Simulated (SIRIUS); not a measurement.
A run of SIRIUS 7.12.0:

sirius.json

```json
{
  "control": {
    "processing_unit": "cpu",
    "std_evp_solver_name": "lapack",
    "gen_evp_solver_name": "lapack",
    "verbosity": 2,
    "print_forces": true,
    "ortho_rf": true,
    "use_second_variation": true,
    "rmt_max": 3.0,
    "num_bands_to_print": 22,
    "save_wf": true
  },
  "parameters": {
    "electronic_structure_method": "full_potential_lapwlo",
    "xc_functionals": ["XC_GGA_X_PBE", "XC_GGA_C_PBE"],
    "core_relativity": "dirac",
    "valence_relativity": "iora",
    "num_fv_states": 22,
    "smearing": "fermi_dirac",
    "smearing_width": 0.0011024797,
    "pw_cutoff": 24,
    "gk_cutoff": 4.56,
    "lmax_apw": 12,
    "lmax_rho": 8,
    "lmax_pot": 8,
    "num_mag_dims": 0,
    "auto_rmt": 0,
    "ngridk": [10, 10, 10],
    "shiftk": [0, 0, 0],
    "num_dft_iter": 80,
    "energy_tol": 1e-07,
    "density_tol": 1e-05,
    "use_symmetry": true
  },
  "settings": {"tol_ne": 1e-10},
  "iterative_solver": {"type": "exact"},
  "mixer": {"type": "anderson", "beta": 0.5, "max_history": 8},
  "unit_cell": {
    "lattice_vectors": [[4.8236215721, 0.0, 0.0], [0.0, 4.8236215721, 0.0], [0.0, 0.0, 4.8236215721]],
    "atom_types": ["Cu", "O"],
    "atom_files": {"Cu": "Cu.json", "O": "O.json"},
    "atoms": {"Cu": [[0.0, 0.0, 0.0]], "O": [[0.5, 0.5, 0.5]]}
  }
}
```

The input Cu.json:

```json
{
  "name": "copper",
  "symbol": "Cu",
  "number": 29,
  "mass": 63.546,
  "rmin": 1e-06,
  "rmt": 2.37,
  "nrmt": 800,
  "rinf": 15.61,
  "core": "1s2s2p",
  "valence": [
    {"basis": [{"enu": 0.07, "dme": 0, "n": 0, "auto": 0}, {"enu": 0.07, "dme": 1, "n": 0, "auto": 0}]},
    {"l": 0, "n": 1, "basis": [{"enu": 0.17, "dme": 0, "n": 0, "auto": 0}]},
    {"l": 1, "n": 2, "basis": [{"enu": 0.17, "dme": 0, "n": 0, "auto": 0}]},
    {"l": 2, "n": 3, "basis": [{"enu": 0.17, "dme": 0, "n": 0, "auto": 0}]},
    {"l": 3, "n": 4, "basis": [{"enu": 0.17, "dme": 0, "n": 0, "auto": 0}]}
  ],
  "lo": [
    {"l": 0, "basis": [{"enu": 0.17, "dme": 0, "n": 0, "auto": 0}, {"enu": 0.17, "dme": 1, "n": 0, "auto": 0}]},
    {
      "l": 0,
      "basis": [{"enu": -3.8359, "dme": 0, "n": 3, "auto": 1}, {"enu": -3.8359, "dme": 1, "n": 3, "auto": 1}]
    },
    {
      "l": 0,
      "basis": [{"enu": -3.8359, "dme": 1, "n": 3, "auto": 1}, {"enu": 0.17, "dme": 0, "n": 0, "auto": 0}]
    },
    {"l": 0, "basis": [{"enu": 0.17, "dme": 0, "n": 0, "auto": 0}, {"enu": 3.0185, "dme": 0, "n": 0, "auto": 0}]},
    {"l": 1, "basis": [{"enu": 0.17, "dme": 0, "n": 0, "auto": 0}, {"enu": 0.17, "dme": 1, "n": 0, "auto": 0}]},
    {
      "l": 1,
      "basis": [{"enu": -2.2953, "dme": 0, "n": 3, "auto": 1}, {"enu": -2.2953, "dme": 1, "n": 3, "auto": 1}]
    },
    {
      "l": 1,
      "basis": [{"enu": -2.2953, "dme": 1, "n": 3, "auto": 1}, {"enu": 0.17, "dme": 0, "n": 0, "auto": 0}]
    },
    {"l": 1, "basis": [{"enu": 0.17, "dme": 0, "n": 0, "auto": 0}, {"enu": 3.4458, "dme": 0, "n": 0, "auto": 0}]},
    {"l": 2, "basis": [{"enu": 0.17, "dme": 0, "n": 0, "auto": 0}, {"enu": 0.17, "dme": 1, "n": 0, "auto": 0}]},
    {"l": 2, "basis": [{"enu": 0.17, "dme": 1, "n": 0, "auto": 0}, {"enu": 0.17, "dme": 2, "n": 0, "auto": 0}]},
    {"l": 2, "basis": [{"enu": 0.17, "dme": 0, "n": 0, "auto": 0}, {"enu": 2.9473, "dme": 0, "n": 0, "auto": 0}]},
    {"l": 3, "basis": [{"enu": 0.17, "dme": 0, "n": 0, "auto": 0}, {"enu": 0.17, "dme": 1, "n": 0, "auto": 0}]},
    {"l": 3, "basis": [{"enu": 0.17, "dme": 0, "n": 0, "auto": 0}, {"enu": 3.2678, "dme": 0, "n": 0, "auto": 0}]}
  ],
  "free_atom": [... radial grid and density of the free atom, the start of the SCF ...]
}
```

O.json

```json
{
  "name": "oxygen",
  "symbol": "O",
  "number": 8,
  "mass": 15.9994,
  "rmin": 1e-06,
  "rmt": 1.58,
  "nrmt": 800,
  "rinf": 11.55,
  "core": "1s",
  "valence": [
    {"basis": [{"enu": 0.07, "dme": 0, "n": 0, "auto": 0}, {"enu": 0.07, "dme": 1, "n": 0, "auto": 0}]},
    {"l": 0, "n": 1, "basis": [{"enu": -0.0471, "dme": 0, "n": 0, "auto": 0}]},
    {"l": 1, "n": 2, "basis": [{"enu": 0.17, "dme": 0, "n": 0, "auto": 0}]},
    {"l": 2, "n": 3, "basis": [{"enu": 0.17, "dme": 0, "n": 0, "auto": 0}]},
    {"l": 3, "n": 4, "basis": [{"enu": 0.17, "dme": 0, "n": 0, "auto": 0}]}
  ],
  "lo": [
    {
      "l": 0,
      "basis": [{"enu": -0.0471, "dme": 0, "n": 0, "auto": 0}, {"enu": -0.0471, "dme": 1, "n": 0, "auto": 0}]
    },
    {
      "l": 0,
      "basis": [{"enu": -0.0471, "dme": 1, "n": 0, "auto": 0}, {"enu": -0.0471, "dme": 2, "n": 0, "auto": 0}]
    },
    {
      "l": 0,
      "basis": [{"enu": -0.0471, "dme": 0, "n": 0, "auto": 0}, {"enu": 4.7598, "dme": 0, "n": 0, "auto": 0}]
    },
    {"l": 1, "basis": [{"enu": 0.17, "dme": 0, "n": 0, "auto": 0}, {"enu": 0.17, "dme": 1, "n": 0, "auto": 0}]},
    {"l": 1, "basis": [{"enu": 0.17, "dme": 1, "n": 0, "auto": 0}, {"enu": 0.17, "dme": 2, "n": 0, "auto": 0}]},
    {"l": 1, "basis": [{"enu": 0.17, "dme": 0, "n": 0, "auto": 0}, {"enu": 5.698, "dme": 0, "n": 0, "auto": 0}]},
    {"l": 2, "basis": [{"enu": 0.17, "dme": 0, "n": 0, "auto": 0}, {"enu": 0.17, "dme": 1, "n": 0, "auto": 0}]},
    {"l": 2, "basis": [{"enu": 0.17, "dme": 1, "n": 0, "auto": 0}, {"enu": 0.17, "dme": 2, "n": 0, "auto": 0}]},
    {"l": 2, "basis": [{"enu": 0.17, "dme": 0, "n": 0, "auto": 0}, {"enu": 6.419, "dme": 0, "n": 0, "auto": 0}]},
    {"l": 3, "basis": [{"enu": 0.17, "dme": 0, "n": 0, "auto": 0}, {"enu": 0.17, "dme": 1, "n": 0, "auto": 0}]}
  ],
  "free_atom": [... radial grid and density of the free atom, the start of the SCF ...]
}
```

File sirius_start.json:

```json
{
  "control": {
    "processing_unit": "cpu",
    "std_evp_solver_name": "lapack",
    "gen_evp_solver_name": "lapack",
    "verbosity": 1,
    "print_forces": false,
    "ortho_rf": true,
    "use_second_variation": true,
    "rmt_max": 3.0,
    "num_bands_to_print": 22,
    "save_wf": false
  },
  "parameters": {
    "electronic_structure_method": "full_potential_lapwlo",
    "xc_functionals": ["XC_LDA_X", "XC_LDA_C_PW"],
    "core_relativity": "dirac",
    "valence_relativity": "iora",
    "num_fv_states": 22,
    "smearing": "fermi_dirac",
    "smearing_width": 0.0055123983,
    "pw_cutoff": 24,
    "gk_cutoff": 3.65,
    "lmax_apw": 12,
    "lmax_rho": 8,
    "lmax_pot": 8,
    "num_mag_dims": 0,
    "auto_rmt": 0,
    "ngridk": [4, 4, 4],
    "shiftk": [0, 0, 0],
    "num_dft_iter": 30,
    "energy_tol": 0.01,
    "density_tol": 0.05,
    "use_symmetry": true
  },
  "settings": {"tol_ne": 1e-10},
  "iterative_solver": {"type": "exact"},
  "mixer": {"type": "anderson", "beta": 0.5, "max_history": 8},
  "unit_cell": {
    "lattice_vectors": [[4.8236215721, 0.0, 0.0], [0.0, 4.8236215721, 0.0], [0.0, 0.0, 4.8236215721]],
    "atom_types": ["Cu", "O"],
    "atom_files": {"Cu": "Cu.json", "O": "O.json"},
    "atoms": {"Cu": [[0.0, 0.0, 0.0]], "O": [[0.5, 0.5, 0.5]]}
  }
}
```

Potentials or basis: all-electron FP-LAPW, apw+lo standard.

The run is started by

```console
$ OMP_NUM_THREADS=1 sirius.scf --input=sirius_start.json --output=start.json
$ OMP_NUM_THREADS=1 sirius.scf --input=sirius.json --output=output.json --task=1
```

Hardware: 1 thread of Arm Neoverse V2, with other jobs on the host.

How long does it take, and how much memory?

Run time: 60 s on 1 thread of Arm Neoverse V2, on a shared host, peak memory 0.52 GiB. Counts: scf iterations 8, k points 56, plane waves 179, basis 258, bands 22.
